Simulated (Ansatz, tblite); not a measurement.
PtSe$_{2}$: GFN2-xTB, run from Python

These are simulated results from tblite 0.8.0, not measurements. The cell was built from a prototype and was relaxed with r2SCAN+rVV10 in plane waves (Ansatz 0.2.0). Not every such cell is a known phase. All runs are without spin polarisation.

Space group R-3m (No. 166), trigonal; conventional cell a = 3.691 Å, c = 17.282 Å, 22.66 Å³ an atom. Around Pt lie 6 Se at 2.51 Å; around Se lie 3 Pt at 2.51 Å.

tblite solves periodic systems at the zone centre alone, so the script builds a cluster of 3×3×1 conventional cells (81 atoms), which folds in a coarse mesh of k points.

The script, run.py:

```python
import json
from ase import Atoms
from ase.build import make_supercell
from ase.units import Bohr, GPa, Hartree
from tblite.interface import Calculator

atoms = Atoms(['Pt', 'Se', 'Se'],
              cell=[[1.845702, 1.065616, 5.760712], [-1.845702, 1.065616, 5.760712], [-0.0, -2.131233, 5.760712]],
              scaled_positions=[[-0.0, -0.0, -0.0], [0.256781, 0.256781, 0.256781], [0.743219, 0.743219, 0.743219]],
              pbc=True)
cluster = make_supercell(atoms, [[3, -3, 0], [0, 3, -3], [1, 1, 1]])
calc = Calculator('GFN2-xTB', cluster.numbers, cluster.positions / Bohr, lattice=cluster.cell[:] / Bohr, periodic=cluster.pbc)
calc.set('temperature', 0.02 / Hartree)
calc.set('max-iter', 150)
res = calc.singlepoint()
levels = res.get('orbital-energies') * Hartree
nv = round(res.get('orbital-occupations').sum() / 2)
cells = len(cluster) // len(atoms)
out = {'energy_per_cell': res.get('energy') * Hartree / cells, 'homo': levels[nv - 1], 'lumo': levels[nv],
       'stress': (-res.get('virial') * Hartree / cluster.get_volume() / GPa).tolist(), 'charges': res.get('charges')[:len(atoms)].tolist(), 'electrons': 2 * nv / cells}
json.dump(out, open('results.json', 'w'))
for key, value in out.items():
    print(key, value)
```

Command: `python run.py`. It took 7.6 s on 1 thread of Arm Neoverse V2, with other jobs on the host, peak memory 0.16 GiB.

What it printed:

```
------------------------------------------------------------
  cycle        total energy    energy error   density error
------------------------------------------------------------
      1     -297.1618136515  -2.9767100E+02   3.7164300E-01
      2     -297.2620069137  -1.0019326E-01   1.4881117E-01
      3     -296.9267595329   3.3524738E-01   1.2731536E-01
      4     -297.6979387920  -7.7117926E-01   2.8380124E-02
      5     -297.6920365064   5.9022856E-03   1.4361049E-02
      6     -297.7019931520  -9.9566456E-03   3.0069892E-03
      7     -297.6905186956   1.1474456E-02   8.7780545E-03
      8     -297.7030432267  -1.2524531E-02   1.1266838E-03
      9     -297.7030586376  -1.5410918E-05   7.0820985E-04
     10     -297.7030801841  -2.1546493E-05   9.3355293E-05
     11     -297.7030779245   2.2595802E-06   1.4364981E-04
     12     -297.7030811276  -3.2030252E-06   2.4976814E-05
     13     -297.7030811620  -3.4412722E-08   9.6820230E-06
------------------------------------------------------------

 total:                                   7.039 sec
energy_per_cell -300.033831931188
homo -9.91335217583886
lumo -9.46605068494446
stress [[4.575631878461259, -8.891958672244514e-06, -5.373888926956202e-08], [-8.891958672278055e-06, 4.575634948820437, -3.763571281471867e-07], [-5.373888923335817e-08, -3.7635712820412883e-07, 1.8499289413485551]]
charges [-0.22687872033347534, 0.11341702901289098, 0.11341514335160688]
electrons 22.0
```

The cycle table is in hartree for the whole cluster, and the lines after it are in eV (the energy for one cell). The printed stress is in GPa and positive in compression, and the pressure is its mean diagonal.

GFN2-xTB gives a gap of 0.45 eV. On the same cell, plane-wave PBE (Ansatz, 8×8×8 k points and the special points) gives a gap of 0.36 eV and r2SCAN a gap of 0.51 eV; on shared hosts these took about 6.9 and 18 core-seconds on the 3-atom cell, against 7.6 for the script. Spin-orbit coupling, left out in all these runs, can cut or reorder the gap by tenths of an eV, up to about 1 eV with Pb or Bi. xTB was fitted to molecules, so gaps, charges and pressures of solids can be far off, and the gap also depends on the size of the cluster.

The same script was run on cells scaled at fixed shape and fractional coordinates:

```csv
volume (Å³/atom),energy (meV/atom),"pressure (GPa, positive in compression)",gap (eV)
19.94,157.0,16.93,0.39
21.30,52.0,8.71,0.43
22.66,0.0,3.67,0.45
24.02,-14.9,0.01,0.44
25.38,-2.6,-2.86,0.43
```

A Birch-Murnaghan fit puts the minimum at 24.01 Å³/atom, 6.0 % above the given cell, with a bulk modulus of 55.4 GPa at fixed shape.

xTB was fitted mostly to molecules, and a small cluster samples few k points, so gaps, pressures and kinks along a curve can be far from a solid's.

Spin-orbit coupling is left out, which matters wherever the heavy atoms make up the band edges.
